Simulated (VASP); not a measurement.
# AlP (F-43m) in VASP: further runs

The runs below take AlP through dielectric tensor, optical spectrum, band structure, with PBE, LDA.

All numbers are computed with VASP 6.6.1; they aren't measurements. Logs are shortened: lines on timing, memory, paths and dates and some standing lists are left out, and cuts for length are marked.

**Experimental background.**

From a printed reference work, textbook, for a bulk crystal of AlP: high-frequency dielectric constant 7.56.

A printed reference work, data compilation reports, for a bulk crystal of AlP at 4.2 K: band gap 2.505 eV (indirect).

The results are compared with them further down.

## (1) The crystal as given

Symmetry: F-43m, No. 216, cubic system. Conventional cell: a = 5.471 Å, b = 5.471 Å, c = 5.471 Å, α = 90.00°, β = 90.00°, γ = 90.00°. Al (site symmetry -43m) has 4 P at 2.37 Å as nearest neighbours. P (site symmetry -43m) has 4 Al at 2.37 Å as nearest neighbours.

## (2) Dielectric tensor, PBE

Input file INCAR:

```
PREC = Accurate
ENCUT = 520
EDIFF = 1E-8
ISMEAR = 0
SIGMA = 0.03
LREAL = False
LASPH = True
NELM = 80
ALGO = Normal
ISIF = 2
LWAVE = False
LCHARG = False
GGA = PE
LEPSILON = True
```

Input file KPOINTS:

```
Automatic mesh
0
Monkhorst-Pack
  14 14 14
```

Input file POSCAR:

```
AlP                                     
1.0
    0.0000000000      2.7357031041      2.7357031041
    2.7357031041      0.0000000000      2.7357031041
    2.7357031041      2.7357031041      0.0000000000
  Al              P             
     1     1
Direct
     0.0000000000000000    0.0000000000000000    0.0000000000000000
     0.2500000000000000    0.2500000000000000    0.2500000000000000
```

Potentials or basis: VASP PAW PBE potentials, release 64 (Al, P).

Launch:

```console
> cat potpaw_PBE.64/Al/POTCAR potpaw_PBE.64/P/POTCAR > POTCAR
> mpirun -np 1 vasp_std > vasp.out
```

OUTCAR:

```text
PREC = Accurate
   ENCUT = 520
   EDIFF = 1E-8
   ISMEAR = 0
   LREAL = False
   LASPH = True
   NELM = 80
   ISIF = 2
   GGA = PE
   LEPSILON = True

 ion  position               nearest neighbor table
   1  0.000  0.000  0.000-   2 2.37   2 2.37   2 2.37   2 2.37
   2  0.250  0.250  0.250-   1 2.37   1 2.37   1 2.37   1 2.37

  LATTYP: Found a face centered cubic cell.
 ALAT       =     5.4714062082

  Lattice vectors:

 A1 = (   0.0000000000,   2.7357031041,   2.7357031041)
 A2 = (   2.7357031041,   0.0000000000,   2.7357031041)
 A3 = (   2.7357031041,   2.7357031041,   0.0000000000)

Analysis of symmetry for initial positions (statically):
=====================================================================
 Subroutine PRICEL returns:
 Original cell was already a primitive cell.

 Routine SETGRP: Setting up the symmetry group for a
 face centered cubic supercell.

 Subroutine GETGRP returns: Found 24 space group operations
 (whereof 24 operations were pure point group operations)
 out of a pool of 48 trial point group operations.

The static configuration has the point symmetry T_d .

Analysis of symmetry for dynamics (positions and initial velocities):
=====================================================================
 Subroutine PRICEL returns:
 Original cell was already a primitive cell.

 Routine SETGRP: Setting up the symmetry group for a
 face centered cubic supercell.

 Subroutine GETGRP returns: Found 24 space group operations
 (whereof 24 operations were pure point group operations)
 out of a pool of 48 trial point group operations.

The dynamic configuration has the point symmetry T_d .

 Subroutine INISYM returns: Found 24 space group operations
 (whereof 24 operations are pure point group operations),
 and found     1 'primitive' translations

----------------------------------------------------------------------------------------

                                     Primitive cell

  volume of cell :      40.9484

  direct lattice vectors                    reciprocal lattice vectors
     0.000000000  2.735703104  2.735703104    -0.182768371  0.182768371  0.182768371
     2.735703104  0.000000000  2.735703104     0.182768371 -0.182768371  0.182768371
     2.735703104  2.735703104  0.000000000     0.182768371  0.182768371 -0.182768371

  length of vectors
     3.868868432  3.868868432  3.868868432     0.316564105  0.316564105  0.316564105

  position of ions in fractional coordinates (direct lattice)
     0.000000000  0.000000000  0.000000000
     0.250000000  0.250000000  0.250000000

  ion indices of the primitive-cell ions
   primitive index   ion index
                 1           1
                 2           2

----------------------------------------------------------------------------------------

 KPOINTS: Automatic mesh

Automatic generation of k-mesh.
 Grid dimensions read from file:
 generate k-points for:   14   14   14

 Generating k-lattice:

  Cartesian coordinates                     Fractional coordinates (reciprocal lattice)
    -0.013054884  0.013054884  0.013054884     0.071428571  0.000000000  0.000000000
     0.013054884 -0.013054884  0.013054884     0.000000000  0.071428571  0.000000000
     0.013054884  0.013054884 -0.013054884     0.000000000  0.000000000  0.071428571

  Length of vectors
     0.022611722  0.022611722  0.022611722

  Shift w.r.t. Gamma in fractional coordinates (k-lattice)
     0.500000000  0.500000000  0.500000000

 Subroutine IBZKPT returns following result:
 ===========================================

 Found    280 irreducible k-points:

 Following reciprocal coordinates:
            Coordinates               Weight
  0.035714  0.035714  0.035714      8.000000
[... 71 lines left out ...]
   LEPSILON=     T    determine dielectric tensor
   LRPA    =     F    only Hartree local field effects (RPA)
 non-spin polarized calculation
 Gauss-broadening in eV      SIGMA  =   0.03
  energy-cutoff  :      520.00
  volume of cell :       40.95
 maximum number of plane-waves:      1122
 NGX is ok and might be reduce to    30
   NGX = 15   NGY = 15   NGZ = 15

--------------------------------------- Ionic step        1  -------------------------------------------

 number of electron       7.9999999 magnetization

 E-fermi :   4.6273     XC(G=0):  -9.1848

 val. band max:        4.5090424997   @ k =   0.0357   0.0357   0.0357
 cond. band min:       6.1715525078   @ k =  -0.4643  -0.4643   0.0357
 fundamental gap:      1.6625100081
 Fermi energy:         4.6272564107

 k-point     1 :       0.0357    0.0357    0.0357
  band No.  band energies     occupation
      1      -6.9328      2.00000
      2       4.3893      2.00000
      3       4.5090      2.00000
      4       4.5090      2.00000
      5       7.8692      0.00000
      6       9.0876      0.00000
      7       9.1026      0.00000
      8       9.1026      0.00000
[... 243 lines left out ...]
 k-point    24 :      -0.2500    0.1071    0.0357
  band No.  band energies     occupation
      1      -5.9754      2.00000
      2       0.6964      2.00000
      3       3.3177      2.00000
      4       4.0248      2.00000
      5       8.1548      0.00000
      6       9.4524      0.00000
      7       9.9148      0.00000
      8      11.3874      0.00000

 [... further k-points ...]

  FORCE on cell =-STRESS in cart. coord.  units (eV):
  Direction    XX          YY          ZZ          XY          YZ          ZX
  --------------------------------------------------------------------------------------
  -------------------------------------------------------------------------------------
  Total        0.4111079      0.4111079      0.4111079      0.0000000      0.0000000      0.0000000
  in kB       16.0853147     16.0853147     16.0853147      0.0000000      0.0000000      0.0000000
  external PRESSURE =      16.0853147 kB  Pullay stress =       0.0000000 kB

 VOLUME and BASIS-vectors are now :
 -----------------------------------------------------------------------------
  energy-cutoff  :      520.00
  volume of cell :       40.95
      direct lattice vectors                 reciprocal lattice vectors
     0.000000000  2.735703104  2.735703104    -0.182768371  0.182768371  0.182768371
     2.735703104  0.000000000  2.735703104     0.182768371 -0.182768371  0.182768371
     2.735703104  2.735703104  0.000000000     0.182768371  0.182768371 -0.182768371

 POSITION                                       TOTAL-FORCE (eV/Angst)
 -----------------------------------------------------------------------------------
      0.00000      0.00000      0.00000        -0.000000     -0.000000     -0.000000
      1.36785      1.36785      1.36785         0.000000      0.000000      0.000000
 -----------------------------------------------------------------------------------
    total drift:                               -0.000000     -0.000000     -0.000000

  FREE ENERGIE OF THE ION-ELECTRON SYSTEM (eV)
  ---------------------------------------------------
  free  energy   TOTEN  =       -10.3738891042 eV

  energy  without entropy=      -10.3738891042  energy(sigma->0) =      -10.37388910

 HEAD OF MICROSCOPIC STATIC DIELECTRIC TENSOR (INDEPENDENT PARTICLE, excluding Hartree and local field effects)
 ------------------------------------------------------
           8.750728     0.000000    -0.000000
           0.000000     8.750728     0.000000
           0.000000     0.000000     8.750728
 ------------------------------------------------------

 Free energy of the ion-electron system (eV)
  ---------------------------------------------------
  ---------------------------------------------------
  free energy    TOTEN  =        -0.88447903 eV

  energy without entropy =       -0.88447903

------------------------ aborting loop because EDIFF is reached ----------------------------------------

--------------------------------------- Ionic step        2  -------------------------------------------

------------------------ aborting loop because EDIFF is reached ----------------------------------------

--------------------------------------- Ionic step        3  -------------------------------------------

 Free energy of the ion-electron system (eV)
  ---------------------------------------------------
  ---------------------------------------------------
  free energy    TOTEN  =        -0.88447968 eV

  energy without entropy =       -0.88447968

------------------------ aborting loop because EDIFF is reached ----------------------------------------

 PIEZOELECTRIC TENSOR FIELD DIRECTION 3  (e Angst)
 -----------------------------------------------------------------------------
    -0.00073 -1.74171  0.00000           (  0.00000  0.02862  0.00000)
    -1.74171 -0.00073  0.00000           (  0.02862  0.00000  0.00000)
     0.00000  0.00000 -0.00003           (  0.00000  0.00000 -0.00000)

 PIEZOELECTRIC TENSOR FIELD DIRECTION 3  (C/m^2)
 -----------------------------------------------------------------------------
    -0.00029 -0.68148  0.00000
    -0.68148 -0.00029  0.00000
     0.00000  0.00000 -0.00001

 MACROSCOPIC STATIC DIELECTRIC TENSOR (including local field effects in DFT)
 ------------------------------------------------------
           8.110400     0.000000    -0.000000
           0.000000     8.110400    -0.000000
           0.000000    -0.000000     8.110400
 ------------------------------------------------------

 PIEZOELECTRIC TENSOR (including local field effects)  for field in x, y, z        (e  Angst)
          XX          YY          ZZ          XY          YZ          ZX
  --------------------------------------------------------------------------------
  x    -0.00000    -0.00000     0.00000    -0.00000    -1.74233    -0.00000
  y     0.00000     0.00000    -0.00000     0.00000     0.00000    -1.74233
  z    -0.00000    -0.00000    -0.00000    -1.74233     0.00000    -0.00000

 PIEZOELECTRIC TENSOR (including local field effects)  for field in x, y, z        (C/m^2)
          XX          YY          ZZ          XY          YZ          ZX
  --------------------------------------------------------------------------------
  x    -0.00000    -0.00000     0.00000    -0.00000    -0.68172    -0.00000
  y     0.00000     0.00000    -0.00000     0.00000     0.00000    -0.68172
  z    -0.00000    -0.00000    -0.00000    -0.68172     0.00000    -0.00000

 BORN EFFECTIVE CHARGES (including local field effects) (in |e|, cummulative output)
 ---------------------------------------------------------------------------------
 ion    1
    1     2.23275     0.00000     0.00000
    2     0.00000     2.23275    -0.00000
    3     0.00000     0.00000     2.23275
 ion    2
    1    -2.23275     0.00000     0.00000
    2    -0.00000    -2.23275     0.00000
    3    -0.00000    -0.00000    -2.23275
```

It took 21 min on 1 thread of Intel Xeon Platinum 8488C (Sapphire Rapids), shared host; peak memory 1.1 GiB.

What came out:

```yaml
Electronic_dielectric_tensor_diagonal: 8.11
Born_charges_mean_of_the_diagonal: Al +2.23; P -2.23 e
```

Electronic dielectric tensor:
```
8.11 0.00 0.00
0.00 8.11 0.00
0.00 0.00 8.11
```

Born effective charge tensors (e):
atom 1, Al
```
2.23 0.00 0.00
0.00 2.23 0.00
0.00 0.00 2.23
```
atom 2, P
```
-2.23  0.00  0.00
 0.00 -2.23  0.00
 0.00  0.00 -2.23
```

(Part 1 of 3 ends here.)
